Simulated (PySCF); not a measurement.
Unrelated species, one level of theory. Theory: TDDFT CAM-B3LYP/def2-SVPD, vertical, gas phase, core orbitals frozen in the response in PySCF 2.14.0, density-fitted response routines. Geometries: PBE0-D3(BJ)/def2-SVP; one conformer of each isolated species. Triplets are in the Tamm–Dancoff approximation. 'Strongest' means the level of largest summed f among the lowest 10 singlets; it needn't be the same kind of state in each. Atoms past krypton carry core potentials; spin–orbit coupling is left out. Ions are computed without counter-ions or solvent.

Problem. Rank by computed lowest singlet excitation energy, lowest first.
A. `[O+]#Cc1ccccc1` ([C7H5O]+)
B. `CCOCC` (C4H10O)
C. `C=C(F)/C=C/F` (C4H4F2)
D. `[GeH3][O]c1ccsc1` (C4H6GeOS)
E. `B=S` (BHS)
F. `C#C[Si@@H]1OCC[C@@H]1F` (C5H7FOSi)
G. `[H][Sn]([CH3])([CH3])[O]C(C)=O` (C4H10O2Sn)
H. `CC[P+](CC)(CC)[Al-]([CH3])([CH3])[CH3]` (C9H24AlP)

Solution. A (4.34 eV), E (5.16 eV), D (5.35 eV), F (5.76 eV), C (5.90 eV), G (6.06 eV), H (6.51 eV), B (7.15 eV).

```json
{"SMILES": "[O+]#Cc1ccccc1", "S1 (eV)": "4.34", "LUMO (eV)": "-6.93", "strongest (eV)": "6.97", "f (strongest)": "0.43", "HOMO (eV)": "-14.18", "α (au)": "77.9", "S1 mainly": "H→L (96%)"}
{"SMILES": "B=S", "S1 (eV)": "5.16", "LUMO (eV)": "-0.15", "strongest (eV)": "7.98", "f (strongest)": "0.55", "HOMO (eV)": "-9.85", "α (au)": "34.3", "S1 mainly": "H-1/H→L/L+1 (≥80%)"}
{"SMILES": "[GeH3][O]c1ccsc1", "S1 (eV)": "5.35", "LUMO (eV)": "0.64", "strongest (eV)": "6.00", "f (strongest)": "0.10", "HOMO (eV)": "-7.51", "α (au)": "96.7", "S1 mainly": "H→L+2 (88%)"}
{"SMILES": "C#C[Si@@H]1OCC[C@@H]1F", "S1 (eV)": "5.76", "LUMO (eV)": "0.49", "strongest (eV)": "7.95", "f (strongest)": "0.06", "HOMO (eV)": "-9.32", "α (au)": "82.9", "S1 mainly": "H-1→L (47%)"}
{"SMILES": "C=C(F)/C=C/F", "S1 (eV)": "5.90", "LUMO (eV)": "-0.04", "strongest (eV)": "5.90", "f (strongest)": "0.68", "HOMO (eV)": "-8.28", "α (au)": "55.3", "S1 mainly": "H→L (98%)"}
{"SMILES": "[H][Sn]([CH3])([CH3])[O]C(C)=O", "S1 (eV)": "6.06", "LUMO (eV)": "0.72", "strongest (eV)": "7.71", "f (strongest)": "0.14", "HOMO (eV)": "-9.15", "α (au)": "94.4", "S1 mainly": "H→L+4 (41%)"}
{"SMILES": "CC[P+](CC)(CC)[Al-]([CH3])([CH3])[CH3]", "S1 (eV)": "6.51", "LUMO (eV)": "0.96", "strongest (eV)": "6.51", "f (strongest)": "0.15", "HOMO (eV)": "-8.10", "α (au)": "163.2", "S1 mainly": "H-1/H→L (≥48%)"}
{"SMILES": "CCOCC", "S1 (eV)": "7.15", "LUMO (eV)": "1.45", "strongest (eV)": "8.32", "f (strongest)": "0.07", "HOMO (eV)": "-8.82", "α (au)": "57.7", "S1 mainly": "H→L (90%)"}
```

H and L stand for HOMO and LUMO. A slash joins orbitals within 0.01 eV of each other, whose weights are summed (≥ marks a lower bound).

- `[O+]#Cc1ccccc1`: Löwdin shares by element: HOMO carbon 82% or more (atoms not listed hold the other 18%); LUMO carbon 50% or more, oxygen 16% (atoms not listed hold the other 33%).
- `B=S`: Löwdin shares by element: HOMO (one of a set within 0.03 eV) sulfur 69%, boron 29%; LUMO (one of a set within 0.03 eV) boron 53%, sulfur 36%, hydrogen 12%.
- `[GeH3][O]c1ccsc1`: Löwdin shares by element: HOMO carbon 40% or more, sulfur 21%, oxygen 18% (atoms not listed hold the other 20%); LUMO germanium 45%, hydrogen 36% or more (atoms not listed hold the other 19%).
- `C#C[Si@@H]1OCC[C@@H]1F`: Löwdin shares by element: HOMO carbon 41% or more, oxygen 19% (atoms not listed hold the other 40%); LUMO carbon 49% or more, silicon 22%, oxygen 7% (atoms not listed hold the other 22%).
- `C=C(F)/C=C/F`: Löwdin shares by element: HOMO carbon 81% (atoms not listed hold the other 19%); LUMO carbon 78% (atoms not listed hold the other 22%).
- `[H][Sn]([CH3])([CH3])[O]C(C)=O`: Löwdin shares by element: HOMO oxygen 47% or more, carbon 19% or more, tin 9% (atoms not listed hold the other 26%); LUMO tin 45%, carbon 18% or more, hydrogen 7% or more (atoms not listed hold the other 29%).
- `CC[P+](CC)(CC)[Al-]([CH3])([CH3])[CH3]`: Löwdin shares by element: HOMO (one of a set within 0.03 eV) carbon 54% or more, aluminium 18%, hydrogen 5% or more (atoms not listed hold the other 23%); LUMO hydrogen 16% or more, aluminium 15% (atoms not listed hold the other 68%).
- `CCOCC`: Löwdin shares by element: HOMO oxygen 56%, carbon 21% or more, hydrogen 5% or more (atoms not listed hold the other 18%); LUMO carbon 52% (atoms not listed hold the other 48%).
